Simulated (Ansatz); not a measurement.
Input and command of a plane-wave DFT calculation in Ansatz:

```yaml
crystal:
  lattice:
    - [0.0, 2.996675175, 3.22718865]
    - [2.996675175, 0.0, 3.22718865]
    - [2.996675175, 2.996675175, 0.0]
  atoms:
    - { symbol: In, position: [0.0, 0.0, 0.0] }
    - { symbol: Sb, position: [0.5, 0.5, 0.5] }
basis:
  ecutwfc: 420
kpoints:
  mp_grid: { grid: [14, 14, 14] }
hamiltonian:
  xc: pbesol
scf:
  occupations: { method: gaussian, width: 0.15 }
output:
  forces: true
  stress: true
  eigenvalues: true
```

```bash
ansatz run input.yaml --threads 1 --pin off --max-ram 2560MiB --backend cpu --events-out ev --progress --plain --runs-dir out
```

Processor: Intel(R) Xeon(R) Platinum 8259CL CPU @ 2.50GHz (Skylake/Cascade Lake), 1 thread, on a host shared with other jobs.

How long does it run, and how much memory does it take?

About 16 s on 1 thread of Intel(R) Xeon(R) Platinum 8259CL CPU @ 2.50GHz (Skylake/Cascade Lake), with other jobs on the host, peak memory 0.55 GiB. It solves 18 bands at 244 k points (the mesh reduced by the symmetry that the task leaves, which can be less than the crystal's) with about 1147 plane waves, in 7 SCF iterations.
